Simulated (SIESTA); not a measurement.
The system is Ag.

```
Ag
1.0
     0.00000    2.04275    2.04275
     2.04275    0.00000    2.04275
     2.04275    2.04275    0.00000
Ag
1
Direct
  0.00000 0.00000 0.00000
```

Base run:

- Program: SIESTA 5.4.2
- Functional: BLYP
- Potentials or basis: PseudoDojo 0.4 standard (PBE files)
- Basis: DZP (energy shift 0.002 Ry)
- Grid cutoff: 800 Ry
- Energy shift: 0.002 Ry
- k mesh: 11 × 11 × 11
- Occupations: fermi-dirac, width 0.05 eV
- Spin: no spin polarisation

Its results: band gap on the k mesh none (metal or under the smearing width); pressure 12.7 GPa.

Task: The run is repeated on the same cell with these changes: functional from BLYP to OLYP. What comes out?

Result: Band gap on the k mesh none (metal or under the smearing width); pressure 7.5 GPa.

Caveats: semicore shells carry a single zeta, which can move pressures by several GPa and volumes by a few percent; the potentials were made for another functional, which shifts forces and pressure; the basis of atomic orbitals isn't converged, which shifts pressures, moduli and gaps.

Not every run made on this cell is shown here.
